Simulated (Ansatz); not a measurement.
**CdS: response to strain**

CdS is deformed so: equal xx and yy strain of +2 %. What stress and forces result, by LAPW, PAW and all-electron datasets made for the crystal?

Computed with Ansatz 0.2.0 (DFT PBE, scalar-relativistic, unless a step's input says otherwise).

### 1 The system as given

The structure is cubic, space group F-43m (No. 216). Conventional cell: a = 5.886 Å, b = 5.886 Å, c = 5.886 Å, α = 90.00°, β = 90.00°, γ = 90.00°. Around Cd (site symmetry -43m) lie 4 S at 2.55 Å. Around S (site symmetry -43m) lie 4 Cd at 2.55 Å.

Coordinates:

```cif
data_structure
_symmetry_space_group_name_H-M 'P 1'
_symmetry_Int_Tables_number 1
_cell_length_a 4.1620
_cell_length_b 4.1620
_cell_length_c 4.1620
_cell_angle_alpha 60.000
_cell_angle_beta 60.000
_cell_angle_gamma 60.000
_cell_volume 50.98
loop_
_atom_site_label
_atom_site_type_symbol
_atom_site_fract_x
_atom_site_fract_y
_atom_site_fract_z
_atom_site_occupancy
Cd1 Cd 0.00000 0.00000 0.00000 1
S1 S 0.75000 0.75000 0.75000 1
```

Atoms are numbered in the order of the input: Cd1, S2.

### 2 After the deformation

Space group F-43m before, I-4m2 after.

### 3 Full-potential LAPW

input.yaml

```yaml
crystal:
  lattice:
    - [0.0, 3.0018125342, 2.9429534649]
    - [3.0018125342, 0.0, 2.9429534649]
    - [3.0018125342, 3.0018125342, 0.0]
  atoms:
    - { symbol: Cd, position: [0.0, 0.0, 0.0] }
    - { symbol: S, position: [0.75, 0.75, 0.75] }
kpoints:
  mp_grid: { grid: [7, 7, 7] }
  band_path:
    path:
      - [0.0, 0.0, 0.0]
      - [0.0, 0.5, 0.5]
      - [0.25, 0.75, 0.5]
      - [0.0, 0.5, 0.0]
      - [0.0, 0.0, 0.0]
      - [0.5, 0.5, 0.0]
      - [0.38005, 0.61995, 0.0]
      - [-0.38005, 0.38005, 0.0]
      - [0.0, 0.0, 0.0]
    npoints: 5
scf:
  occupations: { method: fermi_dirac, width: 0.02 }
hamiltonian:
  xc: pbe
  pseudopotentials: { kind: all_electron, lapw: { basis_error: 0.0005 } }
output:
  forces: true
  stress: true
  eigenvalues: true
```

Command:

```bash
ansatz run input.yaml --threads 1 --pin off --max-ram 3072MiB --backend cpu --events-out ev --progress --plain --runs-dir out
```

### 4 PAW on the default files

input.yaml

```yaml
crystal:
  lattice:
    - [0.0, 3.0018125342, 2.9429534649]
    - [3.0018125342, 0.0, 2.9429534649]
    - [3.0018125342, 3.0018125342, 0.0]
  atoms:
    - { symbol: Cd, position: [0.0, 0.0, 0.0] }
    - { symbol: S, position: [0.75, 0.75, 0.75] }
kpoints:
  mp_grid: { grid: [7, 7, 7] }
scf:
  occupations: { method: fermi_dirac, width: 0.02 }
hamiltonian:
  xc: pbe
  pseudopotentials: { kind: paw }
output:
  forces: true
  stress: true
  eigenvalues: true
  efg: { contact_densities: true }
```

### 5 All-electron PAW on datasets made for the crystal

Edit input.yaml of step 4 so:

```diff
@@ -14,3 +14,3 @@
   xc: pbe
-  pseudopotentials: { kind: paw }
+  pseudopotentials: { kind: all_electron, datasets: crystal }
 output:
```

(Steps that only read results are left out.)

Before running it: what results should come out? Wanted: pressure; largest shear or deviatoric stress.

The runs gave:

| quantity | value |
| --- | --- |
| pressure | LAPW -0.95, PAW -0.98, crystal datasets -0.95 GPa |
| largest shear or deviatoric stress (LAPW) | 0.26 GPa |

What this shows: The largest part of the stress beyond the pressure is 0.26 GPa in size, in the zz component; the atoms are carried along and not relaxed. No run of the undeformed cell stands beside it, so the pressure holds what the given cell had before the change. PAW: stress within 0.03 GPa of LAPW. Crystal datasets: stress within 0.01 GPa of LAPW.
